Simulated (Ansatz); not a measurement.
Si built on the diamond prototype (r2SCAN geometry), in Ansatz:

```yaml
crystal:
  lattice:
    - [0.00000, 2.72212, 2.72212]
    - [2.72212, 0.00000, 2.72212]
    - [2.72212, 2.72212, 0.00000]
  atoms:
    - { symbol: Si, position: [0.00000, 0.00000, 0.00000] }
    - { symbol: Si, position: [0.25000, 0.25000, 0.25000] }
```

G0W0@PBE with 221 empty bands, a screening cutoff of 180 eV and a 6×6×6 mesh (PAW, contour deformation) gives 1.221 eV over the mesh points, from a PBE gap of 0.720 eV; it sums over 225 bands with 229 plane waves in the screening and a wave cutoff of 420 eV. G0W0 values are finite-basis, finite-mesh values. (Simulation; spin polarisation is off.)

**Question.** Estimate the gap with starting point PBE0.

**Answer.** 1.631 eV (+0.410 eV), from a Kohn-Sham gap of 1.949 eV.

**Question.** Estimate the gap with starting point r2SCAN.

**Answer.** 1.345 eV (+0.124 eV), from a Kohn-Sham gap of 0.917 eV.
